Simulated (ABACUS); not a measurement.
Crystal: Se.

```xyz
3
Lattice="4.3662 0.0000 0.0000 -2.1831 3.7812 0.0000 0.0000 0.0000 4.9536" Properties=species:S:1:pos:R:3 pbc="T T T"
Se    1.6910    2.9289    0.0000
Se    0.9841    0.0000    1.6512
Se   -0.4921    0.8523    3.3024
```

```yaml
Program: ABACUS 3.10.1
Task: relaxation of cell and atoms
Functional: PBEsol
Potentials_or_basis: SG15 ONCV 1.2 PBE
Cutoff: 1184 eV
Density_cutoff: 4735 eV
Basis: plane waves
k_mesh: 6 × 6 × 5
Occupations: fermi-dirac, width 0.05 eV
Spin: no spin polarisation
```

At the start: pressure 1.2 GPa; volume 27.26 Å³/atom.

Question: Where does the relaxation end?

Answer: Over 14 steps the energy falls by 33.2 meV/atom and the volume is 24.16 Å³/atom (-11.4 %); space group P3_121 (No. 152, to 0.05 Å).

Step by step:
```tsv
step	energy change (eV)	largest force (eV/Å)	pressure (GPa)	volume (Å³)
1	0.0000	0.5273	1.17	81.78
2	-0.0125	0.3731	0.50	82.02
3	-0.0262	0.0623	-0.87	82.36
4	-0.0285	0.0122	-1.08	82.24
5	-0.0390	0.1314	-1.67	81.13
6	-0.0583	0.2556	-2.06	78.33
7	-0.0805	0.2928	-1.21	72.69
8	-0.0858	0.2400	-0.90	72.71
9	-0.0944	0.0120	0.50	72.63
10	-0.0951	0.0299	0.41	72.17
11	-0.0958	0.0424	0.28	72.24
12	-0.0990	0.0551	-0.14	72.38
13	-0.0996	0.0257	-0.12	72.46
14	-0.0997	0.0022	-0.02	72.48
```

Final structure:
```
CELL_PARAMETERS angstrom
4.02784 0.00000 0.00000
-2.01392 3.48821 0.00000
0.00000 0.00000 5.15843
ATOMIC_POSITIONS crystal
Se 0.74722 0.74722 0.00000
Se 0.25278 0.00000 0.33333
Se 0.00000 0.25278 0.66667
```

Caveat: the potentials were made for another functional, which shifts forces and pressure; the volume moved by -11 % from the deposited cell, more than functionals usually miss.
